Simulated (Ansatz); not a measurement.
**Worked example: C4H10 + Cd(SH)2 → C3H8S + Cd(CH3)(SH)**

Species: C4H10 (butane) `CCCC`, singlet; Cd(SH)2, singlet; C3H8S (1-propanethiol) `CCCS`, singlet; Cd(CH3)(SH), singlet. The partners trade CH3 for SH: C–CH3 and Cd–SH bonds give way to C–SH and Cd–CH3.

Shapes, held fixed at every level: PBE0-D4/def2-TZVP. Flexible molecules stand in one conformer, not always the lowest. Programs: Ansatz 0.2.0. Electronic energies: no zero-point or thermal term.

At CCSD(T)/def2-TZVPP; 1 Eh = 2625.50 kJ/mol:

| species | energy (Eh) |
| --- | --- |
| C4H10 | -158.155948 |
| Cd(SH)2 | -964.291239 |
| C3H8S | -516.647279 |
| Cd(CH3)(SH) | -605.758548 |

Work out ΔE of the reaction at this level.


1. Products less reactants: (-516.647279) + (-605.758548) − [(-158.155948) + (-964.291239)] = 0.041360 Eh = +108.6 kJ/mol.

Other levels give +104.5 (MP2/def2-TZVPP) to +139.3 kJ/mol (HF/def2-TZVPP). No measured value is set beside it here. For atoms past krypton def2 sets carry core potentials with scalar relativity. Correlated rows may include outer-core shells of Cd, which these sets cover unevenly.
